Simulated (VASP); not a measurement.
Write the native input for VASP 6.6.1 that does the following.

* Task: single point
* Functional: optB88-vdW
* Potentials or basis: VASP PAW PBE potentials, release 64 (C)
* Cutoff: 520 eV
* k mesh: 16 × 16 × 4
* Occupations: fermi-dirac, width 0.05 eV
* Spin: no spin polarisation
* Further INCAR settings: ALGO = Normal; EDIFF = 1e-06; NBANDS = 16

The structure of C lies in POSCAR:

```
C
1.0
    2.4610000000      0.0000000000      0.0000000000
   -1.2305000000      2.1312885187      0.0000000000
    0.0000000000      0.0000000000      6.9763200000
C
4
Direct
    0.0000000000      0.0000000000      0.2500000000
    0.3333333333      0.6666666667      0.2500000000
    0.0000000000      0.0000000000      0.7500000000
    0.6666666667      0.3333333333      0.7500000000
```

The cell was built by a generator and needn't be a form met in nature.

One way to write it, as run:

INCAR

```
PREC = Accurate
ENCUT = 520
EDIFF = 1E-6
ISMEAR = -1
SIGMA = 0.05
LREAL = False
LASPH = True
NELM = 100
ALGO = Normal
ISIF = 2
LWAVE = False
LCHARG = False
GGA = BO
LUSE_VDW = True
AGGAC = 0.0
PARAM1 = 0.1833333333
PARAM2 = 0.22
NBANDS = 16
```

KPOINTS

```
Automatic mesh
0
Gamma
  16 16 4
```

Potentials or basis: VASP PAW PBE potentials, release 64 (C).

Run with:

```bash
$ cat potpaw_PBE.64/C/POTCAR > POTCAR
$ mpirun -np 1 vasp_std > vasp.out
```

Results of the run:

```
Pressure               : 1.3 GPa
Band gap on the k mesh : 0.66 eV, direct
```

Caveat: the PAW data sets were made with another functional, which shifts forces and pressure a little.

It took 31 s on 1 thread of AMD EPYC 9R14 (Zen 4), on a shared host, peak memory 0.28 GiB.
